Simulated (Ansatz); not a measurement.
The system is MgSi.

```
Si Mg
1.0
     2.90839    0.00000    0.00000
     0.00000    2.90839    0.00000
     0.00000    0.00000    4.10343
Si Mg
1 1
Cartesian
  1.4542 1.4542 2.0517
  0.0000 0.0000 0.0000
```

The cell comes from a database or a generator and needn't be the stable form of this composition.

- Program: Ansatz 0.2.0
- Task: single point
- Functional: PBEsol
- Potentials or basis: all-electron LAPW, scalar-relativistic
- Cutoff: 139 eV (chosen from the basis error)
- Basis error allowed: 0.001 eV/atom
- k mesh: 9 × 9 × 7
- Occupations: fermi-dirac, width 0.05 eV
- Spin: no spin polarisation

On this cell: pressure -1.5 GPa; largest force under 0.003 eV/Å; band gap on the k mesh none (metal or under the smearing width).

The same run follows on a disturbed copy (atoms moved at random, drawn with an rms of 0.05 Å):

```
CELL_PARAMETERS angstrom
2.90839 0.00000 0.00000
0.00000 2.90839 0.00000
0.00000 0.00000 4.10343
ATOMIC_POSITIONS crystal
Si 0.50647 0.48044 0.48810
Mg 0.99561 0.00805 0.00308
```

Q: What changes?

A: The energy (extrapolated to zero smearing) moves by +6.8 meV/atom; pressure -1.3 GPa; largest force 0.272 eV/Å; band gap on the k mesh none (metal or under the smearing width).

Forces in eV/Å, atoms in the order of the input:
```
Si  -0.055  0.138  0.228
Mg   0.055 -0.138 -0.228
```

Stress tensor (GPa, compression positive):
```
 0.74 -0.07 -0.11
-0.07  0.70  0.27
-0.11  0.27 -5.33
```
